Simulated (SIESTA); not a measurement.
Crystal: BeTe.

```
Te Be
1.0
     0.00000    2.77000    2.77000
     2.77000    0.00000    2.77000
     2.77000    2.77000    0.00000
Te Be
1 1
Direct
  0.75000 0.75000 0.75000
  0.00000 0.00000 0.00000
```

Base run:

* Program: SIESTA 5.4.2
* Functional: PBE
* Potentials or basis: PseudoDojo 0.4 standard (PBE files)
* Basis: SZP (energy shift 0.003 Ry)
* Grid cutoff: 800 Ry
* Energy shift: 0.003 Ry
* k mesh: 8 × 8 × 8
* Occupations: fermi-dirac, width 0.05 eV
* Spin: no spin polarisation

Its results: band gap on the k mesh 2.29 eV, indirect (least direct gap 3.62 eV); pressure 3.0 GPa.

**Question.** The run is repeated on the same cell with these changes: basis from SZP (energy shift 0.003 Ry) to DZDP (energy shift 0.003 Ry; two zetas on semicore shells). What comes out?

**Answer.** Band gap on the k mesh 1.86 eV, indirect (least direct gap 3.60 eV); pressure 4.5 GPa.

Caveats: short orbitals over semicore shells can move pressures by several GPa; spin-orbit coupling is left out, which moves the levels of the heavy elements; the basis of atomic orbitals isn't converged, which shifts pressures, moduli and gaps.
